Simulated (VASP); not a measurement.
**MgSe: band structure with PBE0**

MgSe:

```
Se Mg
1.0
     0.00000    2.72550    2.72550
     2.72550    0.00000    2.72550
     2.72550    2.72550    0.00000
Se Mg
1 1
Direct
  0.50000 0.50000 0.50000
  0.00000 0.00000 0.00000
```

```yaml
Program: VASP 6.6.1
Task: band structure
Functional: PBE0
Potentials_or_basis: VASP PAW PBE potentials, release 64 (Se, Mg)
Cutoff: 520 eV
k_mesh: 6 × 6 × 6
Occupations: gaussian, width 0.02 eV
Spin: no spin polarisation
Ladder: gaps
Grid_for_exact_exchange_PRECFOCK: Fast
Exchange_at_q_=_0: truncated
Further_INCAR_settings: ALGO = Normal; EDIFF = 1e-06; NBANDS = 11
```

| Property | Result |
| --- | --- |
| Pressure | 0.2 GPa |
| Band gap on the k mesh | 3.34 eV, indirect (least direct gap 4.25 eV) |
| Band gap along the path | 3.34 eV, indirect (least direct gap 4.25 eV) |

Levels at the corners of the path, in eV from the valence-band top:
```csv
point,band 1,band 2,band 3,band 4,band 5,band 6,band 7,band 8,band 9
Γ,-14.24,0.00,0.00,0.00,4.25,9.16,9.16,9.16,11.90
X,-12.61,-4.73,-1.97,-1.97,3.34,5.49,13.88,14.35,14.35
X,-12.61,-4.73,-1.97,-1.97,3.34,5.49,13.88,14.35,14.35
W,-12.57,-3.67,-3.67,-2.75,6.24,8.84,9.35,9.35,15.30
W,-12.57,-3.67,-3.67,-2.75,6.24,8.84,9.35,9.35,15.30
K,-12.62,-4.18,-3.65,-1.58,4.63,8.01,10.89,11.81,12.51
K,-12.62,-4.18,-3.65,-1.58,4.63,8.01,10.89,11.81,12.51
Γ,-14.24,0.00,0.00,0.00,4.25,9.16,9.16,9.16,11.90
Γ,-14.24,0.00,0.00,0.00,4.25,9.16,9.16,9.16,11.90
L,-12.98,-5.46,-0.64,-0.64,5.42,7.83,7.83,10.66,13.49
L,-12.98,-5.46,-0.64,-0.64,5.42,7.83,7.83,10.66,13.49
U,-12.62,-4.18,-3.65,-1.58,4.63,8.01,10.89,11.81,12.51
U,-12.62,-4.18,-3.65,-1.58,4.63,8.01,10.89,11.81,12.51
W,-12.57,-3.67,-3.67,-2.75,6.24,8.84,9.35,9.35,15.30
W,-12.57,-3.67,-3.67,-2.75,6.24,8.84,9.35,9.35,15.30
L,-12.98,-5.46,-0.64,-0.64,5.42,7.83,7.83,10.66,13.49
L,-12.98,-5.46,-0.64,-0.64,5.42,7.83,7.83,10.66,13.49
K,-12.62,-4.18,-3.65,-1.58,4.63,8.01,10.89,11.81,12.51
U,-12.62,-4.18,-3.65,-1.58,4.63,8.01,10.89,11.81,12.51
X,-12.61,-4.73,-1.97,-1.97,3.34,5.49,13.88,14.35,14.35
```

Run time: 3.4 min on 4 MPI ranks on Intel(R) Xeon(R) 6975P-C (Granite Rapids) (shared host), peak memory 0.25 GiB a rank.

Caveat: the PAW data sets were made with another functional, which shifts forces and pressure a little.
